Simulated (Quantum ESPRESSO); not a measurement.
# WS2 (R3m) in Quantum ESPRESSO: further runs

The runs below take WS2 through single point, with PBEsol+U.

All numbers are computed with Quantum ESPRESSO 7.5; they aren't measurements. Logs are shortened: lines on timing, memory, paths and dates and some standing lists are left out, and cuts for length are marked.

## (1) The crystal as given

Symmetry: R3m, No. 160, trigonal system. Conventional cell: a = 3.158 Å, b = 3.158 Å, c = 18.490 Å, α = 90.00°, β = 90.00°, γ = 120.00°. W (site symmetry 3m) is surrounded by 6 S at 2.39 to 2.42 Å. Around S (site symmetry 3m) lie 3 W at 2.42 Å. S (site symmetry 3m) is surrounded by 3 W at 2.39 Å.

Measurements of this composition are mostly on another form, of space group No. 194.

## (2) Single point, PBEsol+U

Input file pw.in:

```
&CONTROL
  calculation = 'scf'
  prefix = 'pwscf'
  outdir = './tmp'
  pseudo_dir = './pseudo'
  tprnfor = .true.
  tstress = .true.
  disk_io = 'nowf'
/
&SYSTEM
  ibrav = 0
  A = 6.42736331
  nat = 3
  ntyp = 2
  ecutwfc = 56
  ecutrho = 448
  nbnd = 23
  occupations = 'smearing'
  smearing = 'fd'
  degauss = 0.00367493
/
&ELECTRONS
  conv_thr = 6d-10
  electron_maxstep = 120
  mixing_beta = 0.3
/
ATOMIC_SPECIES
W    183.8400 w_pbesol_v1.2.uspp.F.UPF
S     32.0600 s_pbesol_v1.4.uspp.F.UPF
CELL_PARAMETERS alat
   0.2456683906    0.1418367114    0.9589209503
  -0.2456683906    0.1418367114    0.9589209503
   0.0000000000   -0.2836734229    0.9589209503
ATOMIC_POSITIONS alat
W      0.0000000000    0.0000000000    0.0000000000
S      0.0000000000    0.0000000000    1.6713992164
S      0.0000000000    0.0000000000    2.1584351671
K_POINTS automatic
10 10 10 0 0 0
HUBBARD {ortho-atomic}
U W-5d 5.0
```

Potentials or basis: GBRV 1.5 PBEsol.

The run is started by

```
> OMP_NUM_THREADS=1 mpirun -n 2 pw.x -nk 2 -in pw.in > pw.out
```

pw.out:

```text
This program is part of the open-source Quantum ESPRESSO suite
     for quantum simulation of materials; please cite
         "P. Giannozzi et al., J. Phys.:Condens. Matter 21 395502 (2009);
         "P. Giannozzi et al., J. Phys.:Condens. Matter 29 465901 (2017);
         "P. Giannozzi et al., J. Chem. Phys. 152 154105 (2020);
     in publications or presentations arising from this work. More details at

     Message from routine setup:
     using ibrav=0 with symmetry is DISCOURAGED, use correct ibrav instead

     K-points division:     npool     =       2
     Subspace diagonalization in iterative solution of the eigenvalue problem:
     a serial algorithm will be used

     G-vector sticks info
     --------------------
     sticks:   dense  smooth     PW     G-vecs:    dense   smooth      PW
     Sum        2491    1251    417                57493    20353    3859

     Using Slab Decomposition

     bravais-lattice index     =            0
     lattice parameter (alat)  =      12.1460  a.u.
     unit-cell volume          =     359.2255 (a.u.)^3
     number of atoms/cell      =            3
     number of atomic types    =            2
     number of electrons       =        26.00
     number of Kohn-Sham states=           23
     kinetic-energy cutoff     =      56.0000  Ry
     charge density cutoff     =     448.0000  Ry
     scf convergence threshold =      6.0E-10
     mixing beta               =       0.3000
     number of iterations used =            8  plain     mixing
     Exchange-correlation= SLA  PW   PSX  PSC
                           (   1   4  10   8   0   0   0)
     Hubbard projectors: ortho-atomic
     Hubbard parameters of DFT+U (Dudarev formulation) in eV:
     U(W-5d) =  5.0000

     Internal variables: lda_plus_u =T, lda_plus_u_kind = 0

     Internal variables: orbital_resolved =F, hub_pot_fix =F, apply_U = F

     celldm(1)=  12.145956  celldm(2)=   0.000000  celldm(3)=   0.000000
     celldm(4)=   0.000000  celldm(5)=   0.000000  celldm(6)=   0.000000

     crystal axes: (cart. coord. in units of alat)
               a(1) = (   0.245668   0.141837   0.958921 )
               a(2) = (  -0.245668   0.141837   0.958921 )
               a(3) = (   0.000000  -0.283673   0.958921 )

     reciprocal axes: (cart. coord. in units 2 pi/alat)
               b(1) = (  2.035264  1.175060  0.347613 )
               b(2) = ( -2.035264  1.175060  0.347613 )
               b(3) = (  0.000000 -2.350120  0.347613 )

     PseudoPot. # 1 for W  read from file:
     w_pbesol_v1.2.uspp.F.UPF
     Pseudo is Ultrasoft + core correction, Zval = 14.0
     Generated by new atomic code, or converted to UPF format
     Using radial grid of  923 points,  8 beta functions with:
                l(1) =   0
                l(2) =   0
                l(3) =   0
                l(4) =   1
                l(5) =   1
                l(6) =   2
                l(7) =   2
                l(8) =   3
     Q(r) pseudized with  6 coefficients,  rinner =    1.350   1.350   1.350
                                                       1.350   1.350   1.350
                                                       1.350

     PseudoPot. # 2 for S  read from file:
     s_pbesol_v1.4.uspp.F.UPF
     Pseudo is Ultrasoft + core correction, Zval =  6.0
     Generated by new atomic code, or converted to UPF format
     Using radial grid of  907 points,  6 beta functions with:
                l(1) =   0
[... 39 lines left out ...]
     Tr[ns(  1)] =   3.90000
     eigenvalues:
       0.390  0.390  0.390  0.390  0.390
     eigenvectors (columns):
       1.000  0.000  0.000  0.000  0.000
       0.000  1.000  0.000  0.000  0.000
       0.000  0.000  1.000  0.000  0.000
       0.000  0.000  0.000  1.000  0.000
       0.000  0.000  0.000  0.000  1.000
     occupation matrix ns (before diag.):
       0.390  0.000  0.000  0.000  0.000
       0.000  0.390  0.000  0.000  0.000
       0.000  0.000  0.390  0.000  0.000
       0.000  0.000  0.000  0.390  0.000
       0.000  0.000  0.000  0.000  0.390

     Number of occupied Hubbard levels =    3.9000

     Atomic wfc used for Hubbard projectors are orthogonalized

     Starting wfcs are   21 randomized atomic wfcs +    2 random wfcs

     Self-consistent Calculation

     iteration #  1     ecut=    56.00 Ry     beta= 0.30
     Davidson diagonalization with overlap
     ethr =  1.00E-02,  avg # of iterations =  5.5

     =================== HUBBARD OCCUPATIONS ===================
     ------------------------ ATOM    1 ------------------------
     Tr[ns(  1)] =   4.43525
     eigenvalues:
       0.400  0.400  0.454  0.454  0.509
     eigenvectors (columns):
      -0.000  0.000  0.000  0.000  1.000
       0.969 -0.246  0.004 -0.013  0.000
      -0.246 -0.969  0.013  0.004  0.000
      -0.003 -0.013 -0.961 -0.275  0.000
       0.013 -0.003 -0.275  0.961  0.000
     occupation matrix ns (before diag.):
       0.509  0.000  0.000  0.000  0.000
       0.000  0.400  0.000 -0.000 -0.001
       0.000  0.000  0.400 -0.001 -0.000
       0.000 -0.000 -0.001  0.454 -0.000
       0.000 -0.001 -0.000 -0.000  0.454

     Number of occupied Hubbard levels =    4.4352

     Threshold (ethr) on eigenvalues was too large:
     Diagonalizing with lowered threshold

     Davidson diagonalization with overlap
     ethr =  4.94E-04,  avg # of iterations =  2.5

     negative rho (up, down):  6.366E-02 0.000E+00
[... 112 lines left out ...]
     iteration # 14     ecut=    56.00 Ry     beta= 0.30
     Davidson diagonalization with overlap
     ethr =  2.61E-12,  avg # of iterations =  2.0

     negative rho (up, down):  6.737E-02 0.000E+00

     End of self-consistent calculation

     =================== HUBBARD OCCUPATIONS ===================
     ------------------------ ATOM    1 ------------------------
     Tr[ns(  1)] =   4.84497
     eigenvalues:
       0.441  0.441  0.482  0.482  0.576
     eigenvectors (columns):
      -0.000  0.000  0.000  0.000  1.000
       0.971 -0.237  0.008 -0.031  0.000
      -0.237 -0.971  0.031  0.008  0.000
      -0.008 -0.031 -0.964 -0.263  0.000
       0.031 -0.008 -0.263  0.964  0.000
     occupation matrix ns (before diag.):
       0.576  0.000  0.000  0.000  0.000
       0.000  0.441  0.000 -0.000 -0.001
       0.000  0.000  0.441 -0.001 -0.000
       0.000 -0.000 -0.001  0.482 -0.000
       0.000 -0.001 -0.000 -0.000  0.482

     Number of occupied Hubbard levels =    4.8450

     Number of k-points >= 100: set verbosity='high' to print the bands.

     the Fermi energy is    11.9988 ev

!    total energy              =    -206.80979615 Ry
     estimated scf accuracy    <          9.8E-12 Ry
     smearing contrib. (-TS)   =      -0.00000001 Ry
     internal energy E=F+TS    =    -206.80979614 Ry

     The total energy is F=E-TS. E is the sum of the following terms:
     one-electron contribution =     -80.51958754 Ry
     hartree contribution      =      51.02386333 Ry
     xc contribution           =     -57.84229000 Ry
     ewald contribution        =    -119.92622816 Ry
     Hubbard energy            =       0.45444623 Ry

     convergence has been achieved in  14 iterations

     negative rho (up, down):  6.737E-02 0.000E+00

     Forces acting on atoms (cartesian axes, Ry/au):

     atom    1 type  1   force =    -0.00000000    0.00000000   -0.02378515
     atom    2 type  2   force =     0.00000000   -0.00000000    0.01210777
     atom    3 type  2   force =     0.00000000   -0.00000000    0.01167739

     Total force =     0.029132     Total SCF correction =     0.000007

     Computing stress (Cartesian axis) and pressure

     negative rho (up, down):  6.737E-02 0.000E+00
          total   stress  (Ry/bohr**3)                   (kbar)     P=        1.40
  -0.00000638   0.00000000  -0.00000000           -0.94        0.00       -0.00
  -0.00000000  -0.00000638  -0.00000000           -0.00       -0.94       -0.00
   0.00000000  -0.00000000   0.00004128            0.00       -0.00        6.07

=------------------------------------------------------------------------------=
   JOB DONE.
=------------------------------------------------------------------------------=
```

Run time: 3.3 min. Hardware: 2 MPI ranks of Arm Neoverse V2, shared host; peak memory 0.66 GiB.

Results:

| Quantity | Value |
| --- | --- |
| Free energy | -2813.7906 eV |
| Pressure | 0.1 GPa |
| Largest force | 0.612 eV/Å |
| Band gap on the k mesh | 1.18 eV, indirect (least direct gap 1.95 eV) |

Forces in eV/Å, atoms in the order of the input:
```
W    0.000  0.000 -0.612
S    0.000  0.000  0.311
S    0.000  0.000  0.300
```

Levels at points of the mesh, in eV from the valence-band top:
| k point | band 9 | band 10 | band 11 | band 12 | band 13 | band 14 | band 15 | band 16 | band 17 | band 18 |
| --- | --- | --- | --- | --- | --- | --- | --- | --- | --- | --- |
| (0.00, 0.00, 0.00) | -3.32 | -1.94 | -1.94 | -1.41 | -1.19 | 2.51 | 2.51 | 2.79 | 2.79 | 4.81 |
| (0.00, 0.00, -0.50) | -5.13 | -3.82 | -2.30 | -1.64 | -1.57 | 2.51 | 2.61 | 3.86 | 4.21 | 4.51 |
| (0.00, -0.50, -0.50) | -4.85 | -3.73 | -2.92 | -1.77 | -1.45 | 2.46 | 2.74 | 3.45 | 4.72 | 5.08 |
| (-0.50, -0.50, -0.50) | -3.34 | -3.34 | -1.90 | -1.90 | 0.00 | 2.59 | 2.59 | 2.67 | 2.67 | 5.04 |

Eigenvalues of the final occupation matrices:
| site | spin | trace | eigenvalues |
| --- | --- | --- | --- |
| W 1 5d | each | 2.42 | 0.44 0.44 0.48 0.48 0.58 |

Caveat: spin-orbit coupling is left out, which moves the levels of the heavy elements. A k mesh can miss the band edges.

(Part 1 of 2 ends here.)
